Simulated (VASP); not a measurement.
Here is a VASP 6.6.1 calculation.

Contents of INCAR:

```
SYSTEM = Al2O3
PREC = Accurate
ENCUT = 520
EDIFF = 1E-8
ISMEAR = -1
SIGMA = 0.02
LREAL = Auto
LASPH = .True.
NELM = 100
ALGO = Fast
ISIF = 2
LWAVE = .False.
LCHARG = .False.
GGA = PE
LEFG = .True.
NBANDS = 64
```

The input KPOINTS:

```
regular mesh
0
Gamma
  3 5 5
  0 0 0
```

The input POSCAR:

```
Al2O3
1.0
    7.0899410000      0.0000000000      0.0000000000
    0.0000000000      4.8469330000      0.0000000000
    0.0000000000      0.0000000000      4.9854040000
Al O
8 12
Direct
    0.3903950000      0.2521520000      0.0305140000
    0.6096050000      0.2521520000      0.4694860000
    0.1096050000      0.2478480000      0.5305140000
    0.8903950000      0.2478480000      0.9694860000
    0.6096050000      0.7478480000      0.9694860000
    0.3903950000      0.7478480000      0.5305140000
    0.8903950000      0.7521520000      0.4694860000
    0.1096050000      0.7521520000      0.0305140000
    0.6540020000      0.1070210000      0.1019760000
    0.3459980000      0.1070210000      0.3980240000
    0.8459980000      0.3929790000      0.6019760000
    0.1540020000      0.3929790000      0.8980240000
    0.3459980000      0.8929790000      0.8980240000
    0.6540020000      0.8929790000      0.6019760000
    0.1540020000      0.6070210000      0.3980240000
    0.8459980000      0.6070210000      0.1019760000
    0.0000000000      0.0494040000      0.2500000000
    0.5000000000      0.4505960000      0.7500000000
    0.0000000000      0.9505960000      0.7500000000
    0.5000000000      0.5494040000      0.2500000000
```

Potentials or basis: VASP PAW PBE potentials, release 64 (Al, O).

The run is started by

```console
$ cat potpaw_PBE.64/Al/POTCAR potpaw_PBE.64/O/POTCAR > POTCAR
$ mpirun -np 1 vasp_std > vasp.out
```

**Question.** What does it give for the largest force?

**Answer.** 0.003 eV/Å.

**Question.** Estimate the pressure.

**Answer.** 0.0 GPa.

**Question.** Predict the band gap on the k mesh.

**Answer.** 5.31 eV, direct.

Electric field gradients, principal values (V/Å²):
| atom | Vxx | Vyy | Vzz |
| --- | --- | --- | --- |
| 1 Al | -2.015 | -10.901 | 12.916 |
| 2 Al | -2.015 | -10.901 | 12.916 |
| 3 Al | -2.015 | -10.901 | 12.916 |
| 4 Al | -2.015 | -10.901 | 12.916 |
| 5 Al | -2.015 | -10.901 | 12.916 |
| 6 Al | -2.015 | -10.901 | 12.916 |
| 7 Al | -2.015 | -10.901 | 12.916 |
| 8 Al | -2.015 | -10.901 | 12.916 |
| 9 O | 14.889 | 23.818 | -38.707 |
| 10 O | 14.889 | 23.818 | -38.707 |
| 11 O | 14.889 | 23.818 | -38.707 |
| 12 O | 14.889 | 23.818 | -38.707 |
| 13 O | 14.889 | 23.818 | -38.707 |
| 14 O | 14.889 | 23.818 | -38.707 |
| 15 O | 14.889 | 23.818 | -38.707 |
| 16 O | 14.889 | 23.818 | -38.707 |
| 17 O | 9.554 | 18.987 | -28.541 |
| 18 O | 9.554 | 18.987 | -28.541 |
| 19 O | 9.554 | 18.987 | -28.541 |
| 20 O | 9.554 | 18.987 | -28.541 |

As with any semilocal functional, this PBE gap is likely too small.
